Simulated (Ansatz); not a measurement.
The reference is InN in the zinc blende structure (space group F-43m, No. 216; a = 4.9866 Å). Axes: x, y, z lie along the cube axes.

Method: PBEsol (Ansatz, a first-principles code, PAW, no spin-orbit coupling).

For the base:

```
Item      Result
--------  ------
Band gap    zero
```

Now apply this change: a free-standing slab of 2 layers (4 atoms, 2 a layer) is cut normal to [110], with 15 Å of vacuum and the in-plane cell held at bulk.

Q: How does this affect the band gap?

A: The band gap goes from zero to 1.17 eV.

Q: How does this affect the excess energy per area of both faces?

A: The excess energy per area of both faces (slab less bulk energy over the cell's area: twice a surface energy) amounts to 2.44 J/m² (uncertain by up to 0.04 J/m²).

Slab and bulk use different k-meshes, which limits the precision of the excess energy. Whether these cells are dynamically stable was not tested. All final runs are without spin polarisation. This is not the structure that InN has at room temperature and ambient pressure. A zero or small gap of InN can be the functional's error rather than a property of the material.
